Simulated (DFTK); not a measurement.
Runs of DFTK 0.8.2 on Sn. The structure is cubic, space group Fd-3m (No. 227). Conventional cell: a = 6.467 Å, b = 6.467 Å, c = 6.467 Å, α = 90.00°, β = 90.00°, γ = 90.00°. Sn (site symmetry -43m) has 4 Sn at 2.80 Å as nearest neighbours. This isn't the form of Sn at room conditions, which is tetragonal (white tin).

```tsv
task	level	potentials or basis	k mesh	cutoff (eV)	valence electrons	mesh quality	gap on the mesh (eV)	pressure (GPa)	V0 of scaled cells (Å³/atom)	B0 (GPa)
equation of state	PBEsol	dojo.nc.sr.pbesol.v0_4_1.standard.upf (PBEsol)	7 × 7 × 7	980	Sn 14	not flagged	-	-	35.08	41
band structure	PBE	in-house norm-conserving set (PBE, scalar relativistic)	6 × 6 × 6	980	Sn 14	not flagged	none	3.9	-	-
band structure	LDA	cp2k.nc.sr.lda.v0_1.largecore.gth (LDA, GTH)	7 × 7 × 7	544	Sn 4	not flagged	none	-1.2	-	-
equation of state	PBEsol	PseudoDojo 0.4 stringent (PBEsol)	4 × 4 × 4	1388	Sn 22	coarse	-	-	(a)	41
band structure	PBEsol	SG15 1.2 (PBE)	6 × 6 × 6	1225	Sn 14	not flagged	none	1.2	-	-
band structure	LDA	cp2k.nc.sr.lda.v0_1.largecore.gth (LDA, GTH)	7 × 7 × 7	735	Sn 4	not flagged	none	-1.2	-	-
single point	PBE	dojo.nc.sr.pbe.v0_4_1.standard.upf (PBE)	7 × 7 × 7	980	Sn 14	not flagged	none	3.9	-	-
equation of state	LDA	cp2k.nc.sr.lda.v0_1.semicore.gth (LDA, GTH)	7 × 7 × 7	735	Sn 4	not flagged	-	-	32.87	(b)
```

Alike in all rows: no spin polarisation; cell as given; smearing fermi-dirac 0.05 eV.

**Question.** Fill in the values left out.

**Answer.** (a) 35.52; (b) 45.

Caveats: some runs use coarse meshes; GTH potentials come without recommended cutoffs, and this one wasn't checked for convergence (some runs); the potentials were made for another functional, which shifts forces and pressure (some runs).

A k mesh can miss the band edges, and the runs leave out spin-orbit coupling on Sn.

A gap of «none» marks a metal or a gap under the smearing width.

Not every run made on this cell is shown here.
